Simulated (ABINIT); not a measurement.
Si, 2 atoms in the cell. The structure is tetragonal, space group I4_1/amd (No. 141). The conventional cell has a = 4.743 Å, b = 4.743 Å, c = 2.659 Å, α = 90.00°, β = 90.00°, γ = 90.00°. Si (site symmetry -4m2) is surrounded by 6 Si at 2.46 to 2.66 Å. This isn't the form of Si at room conditions, which is diamond.

| Quantity | Value |
| --- | --- |
| Program | ABINIT 10.8.3 (patched build) |
| Task | single point |
| Functional | LDA |
| Potentials or basis | PseudoDojo NC SR LDA v0.4 stringent |
| Cutoff | 327 eV |
| k mesh | 8 × 8 × 8 |
| Occupations | fermi-dirac, width 0.05 eV |
| Spin | no spin polarisation |

Potentials or basis: PseudoDojo NC SR LDA v0.4 stringent.

Command:

```console
$ abinit run.abi > log 2>&1
```

Hardware: 1 thread of Intel(R) Xeon(R) Platinum 8259CL CPU @ 2.50GHz (Skylake/Cascade Lake), with other jobs on the host.

Q: How long does it take, and how much memory?

A: Run time: 6.6 s on 1 thread of Intel(R) Xeon(R) Platinum 8259CL CPU @ 2.50GHz (Skylake/Cascade Lake) (shared host), peak memory 0.06 GiB. Counts: scf iterations 6, mpi ranks 1, k points 59, bands 8, plane waves 410.
